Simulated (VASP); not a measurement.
# Au: single point with r2SCAN

Crystal: Au.

```
Au
1.0
    -1.45776    1.45776    2.06275
     1.45776   -1.45776    2.06275
     1.45776    1.45776   -2.06275
Au
1
Direct
  0.00000 0.00000 0.00000
```

The cell was built by a generator and needn't be a form met in nature.

| Item | Value |
| --- | --- |
| Program | VASP 6.6.1 |
| Task | single point |
| Functional | r2SCAN |
| Potentials or basis | VASP PAW PBE potentials, release 64 (Au) |
| Cutoff | 520 eV |
| k mesh | 28 × 28 × 28 |
| Occupations | gaussian, width 0.1 eV |
| Spin | no spin polarisation |

The pressure is 0.3 GPa and the band gap on the k mesh is none (metal or under the smearing width).

Levels at points of the mesh, in eV from the Fermi level:
| k point | band 2 | band 3 | band 4 | band 5 | band 6 | band 7 | band 8 | band 9 | band 10 | band 11 |
| --- | --- | --- | --- | --- | --- | --- | --- | --- | --- | --- |
| (0.00, 0.00, 0.00) | -4.84 | -4.83 | -4.83 | -3.38 | -3.38 | 15.31 | 19.23 | 19.23 | 19.23 | 24.41 |
| (0.50, 0.00, 0.00) | -4.88 | -4.88 | -2.19 | -2.19 | -0.71 | 2.98 | 14.79 | 17.65 | 17.66 | 25.43 |
| (0.50, 0.50, 0.00) | -6.85 | -2.25 | -1.87 | -1.86 | 1.23 | 5.73 | 10.39 | 10.39 | 17.70 | 20.14 |
| (0.50, 0.50, 0.50) | -6.85 | -2.25 | -1.87 | -1.87 | 1.22 | 5.72 | 10.40 | 10.40 | 17.71 | 20.15 |

Wall time 6 min on 1 thread of Intel(R) Xeon(R) 6975P-C (Granite Rapids) (shared host), peak memory 0.44 GiB.

Caveat: the PAW data sets were made with another functional, which shifts forces and pressure a little. Spin-orbit coupling is left out, which matters for the levels of Au.
